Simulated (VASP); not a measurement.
Runs of VASP 6.6.1 on BeTe. Symmetry: F-43m, No. 216, cubic system. Conventional cell: a = 5.540 Å, b = 5.540 Å, c = 5.540 Å, α = 90.00°, β = 90.00°, γ = 90.00°. Te (site symmetry -43m) is surrounded by 4 Be at 2.40 Å. Be (site symmetry -43m) is surrounded by 4 Te at 2.40 Å. 

| task | level | cell | cutoff (eV) | smearing | gap on the mesh (eV) | pressure (GPa) | relaxed volume (Å³/atom) |
| --- | --- | --- | --- | --- | --- | --- | --- |
| relaxation of cell and atoms | BLYP+D3 | relaxed | 600 | fermi-dirac 0.05 eV | 2.29 | 0.0 | 22.87 |
| relaxation of cell and atoms | optB86b-vdW | relaxed | 600 | fermi-dirac 0.05 eV | 2.01 | 0.0 | 22.57 |
| relaxation of cell and atoms | vdW-DF2 | relaxed | 600 | fermi-dirac 0.05 eV | 2.35 | 0.0 | 24.10 |
| relaxation of cell and atoms | vdW-DF | relaxed | 600 | fermi-dirac 0.05 eV | 2.34 | 0.0 | 23.66 |
| relaxation of cell and atoms | vdW-DF-cx | relaxed | 600 | fermi-dirac 0.05 eV | (d) | 0.0 | 22.49 |
| relaxation of cell and atoms | optPBE-vdW | relaxed | 600 | fermi-dirac 0.05 eV | 2.17 | 0.0 | 23.08 |
| relaxation of cell and atoms | rev-vdW-DF2 | relaxed | 600 | fermi-dirac 0.05 eV | 1.97 | 0.0 | (a) |
| single point | PBE | as given | 520 | gaussian 0.028 eV | 1.85 | 4.5 | - |
| relaxation of cell and atoms | BLYP+D4 | relaxed | 600 | fermi-dirac 0.05 eV | 2.22 | 0.0 | (c) |
| relaxation of cell and atoms | optB88-vdW | relaxed | 600 | fermi-dirac 0.05 eV | (b) | 0.0 | 22.79 |
| relaxation of cell and atoms | BLYP+D3(BJ) | relaxed | 600 | fermi-dirac 0.05 eV | 2.16 | 0.0 | 21.56 |
| single point | PBE | as given | 520 | gaussian 0.013 eV | 1.85 | 4.5 | - |

Alike in all rows: potentials or basis VASP PAW PBE potentials, release 64 (Te, Be); no spin polarisation; k mesh 8 × 8 × 8.

**Question.** Estimate the missing entries.

**Answer.** (a) 22.52; (b) 2.12; (c) 22.10; (d) 1.95.

Caveats: spin-orbit coupling is left out, which moves the levels of the heavy elements; the PAW data sets were made with another functional, which shifts forces and pressure a little (some runs); the volume moved by +13 % from the deposited cell, more than functionals usually miss (some runs); the volume moved by +11 % from the deposited cell, more than functionals usually miss (some runs).

A k mesh can miss the band edges, and the runs leave out spin-orbit coupling on Te.
